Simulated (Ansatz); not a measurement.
Ag: levels with and without spin–orbit coupling

```
Ag
1.0
     2.93000    0.00000    0.00000
    -1.46500    2.53745    0.00000
     0.00000    0.00000    4.79000
Ag
2
Direct
  0.33333 0.66667 0.25000
  0.66667 0.33333 0.75000
```

Atom numbers follow the list: Ag1, Ag2.

Conventional cell: a = 2.930 Å, b = 2.930 Å, c = 4.790 Å, α = 90.00°, β = 90.00°, γ = 120.00°. Around Ag (atom 1) lie 12 Ag at 2.93 Å.

The cell is COD entry 1509145, as deposited and not checked against the literature; nothing was relaxed.

All numbers are computed: DFT, PBE, all-electron LAPW, scalar-relativistic (Ansatz 0.2.0); DFT, PBE, all-electron LAPW, Dirac equation with spin-orbit coupling (Ansatz 0.2.0).

The runs use a Γ-centred 14×14×8 k mesh, Fermi–Dirac smearing of 0.05 eV, basis error target 0.25 meV/atom, no spin polarisation.

Levels between -4 and 3 eV, each run counted from its own valence-band top where it has a gap, else its Fermi level. Scalar levels are listed once for both spins; with the coupling every spinor state is counted. Levels near the edges of the range can cross them.

Task: At Γ (0.000, 0.000, 0.000) the scalar-relativistic levels are -3.98 (×2), -3.03 (×2), -0.28. What are they with spin–orbit coupling?

Result: -3.98 (×2), -3.79 (×2), -3.15 (×2), -2.88 (×2), -0.29 (×2).

Task: At A (0.000, 0.000, 0.500) the scalar-relativistic levels are -3.33 (×4). What are they with spin–orbit coupling?

Result: -3.34 (×4), -3.22 (×4).
